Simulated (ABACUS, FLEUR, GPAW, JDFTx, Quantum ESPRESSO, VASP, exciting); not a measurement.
## KCl: equilibrium volume by level of theory

```cif
data_structure
_symmetry_space_group_name_H-M 'Fm-3m'
_symmetry_Int_Tables_number 225
_cell_length_a 6.2929
_cell_length_b 6.2929
_cell_length_c 6.2929
_cell_angle_alpha 90.000
_cell_angle_beta 90.000
_cell_angle_gamma 90.000
_cell_volume 249.21
loop_
_atom_site_label
_atom_site_type_symbol
_atom_site_symmetry_multiplicity
_atom_site_Wyckoff_symbol
_atom_site_fract_x
_atom_site_fract_y
_atom_site_fract_z
_atom_site_occupancy
K1 K 4 a 0.00000 0.00000 0.00000 1
Cl1 Cl 4 b 0.50000 0.00000 0.00000 1
```

```csv
rung,level,program and potentials,cutoff (eV),k mesh,smearing,task,equilibrium volume (Å³/atom),miss,notes
GGA,PBE,"FLEUR, all-electron, FLAPW",-,7 × 7 × 7,fermi-dirac 0.05,equation of state,32.49,+4.3 %,-
GGA,PBE,"GPAW, GPAW PAW data sets (gpaw-data 1.2.1), newer versions",600,7 × 7 × 7,fermi-dirac 0.05,equation of state,32.48,+4.3 %,-
GGA,PBE,"JDFTx, PseudoDojo-SR-PBE-0.5-standard",1007,7 × 7 × 7,fermi-dirac 0.05,equation of state,32.47,+4.2 %,-
GGA,PBE,"Quantum ESPRESSO, SSSP 1.3 efficiency PBE",816,7 × 7 × 7,fermi-dirac 0.05,equation of state,32.47,+4.2 %,-
GGA,PBE,"exciting, all-electron LAPW+lo, shipped species files, valence relativity iora*",-,7 × 7 × 7,fermi-dirac 0.05,equation of state,32.48,+4.3 %,-
GGA + dispersion,PBE+D3(BJ),"Quantum ESPRESSO, PseudoDojo 0.4.1 SR PBE standard",1007,7 × 7 × 7,fermi-dirac 0.05,equation of state,30.88,-0.9 %,-
GGA,PBEsol,"ABACUS, GBRV ultrasoft 1.5 PBEsol, plane waves",544,6 × 6 × 6,fermi-dirac 0.05,relaxation of cell and atoms,29.65,-4.8 %,"far from this level's other runs, cause not traced"
GGA + dispersion,PBEsol+D3(zero damping),"GPAW, PAW data sets generated for this functional",600,7 × 7 × 7,fermi-dirac 0.05,equation of state,30.39,-2.4 %,-
GGA,PW91,"ABACUS, SPMS ONCV 1.0 PBE, plane waves",1007,6 × 6 × 6,fermi-dirac 0.05,equation of state,32.39,+4.0 %,potentials made for PBE; fit through 4 volumes
GGA,WC,"FLEUR, all-electron, FLAPW",-,7 × 7 × 7,fermi-dirac 0.05,equation of state,30.73,-1.3 %,fit through 5 volumes
hybrid + dispersion,B3LYP+D3(BJ),"VASP, PBE PAW files Cl, K_sv, 600 eV",600,4 × 4 × 4,fermi-dirac 0.02,relaxation of cell and atoms,29.64,-4.8 %,coarse mesh; potentials made for PBE
Hartree-Fock,HF,"VASP, PBE PAW files Cl, K_sv, 600 eV",600,4 × 4 × 4,fermi-dirac 0.05,relaxation of cell and atoms,34.98,+12.3 %,coarse mesh; potentials made for PBE
```

All rows: no spin polarisation. Smearing widths are in eV. Meshes differ between rows, which moves values too. Meshes are those of the run's cell of 2 atoms unless a note names another. Relaxations start from the cell shown or near it and stop with a little pressure left. Misses use the values as printed. Runs on faulty files, with rough fits or with known faults for this quantity aren't shown. No row holds spin-orbit coupling.

By rung: GGA 29.65 to 32.49; GGA + dispersion 30.39 to 30.88; hybrid + dispersion on coarse meshes 29.64; Hartree-Fock on coarse meshes 34.98 (Å³/atom). Measured: 31.15 Å³/atom at 298.15 K (a printed reference work). Closest, coarse meshes and atomic bases left aside, is PBE+D3(BJ) (-0.9 %), and PBE misses by +4.2 % to +4.3 % on plain settings. The runs are for a static lattice, while measurements hold temperature and zero-point motion.
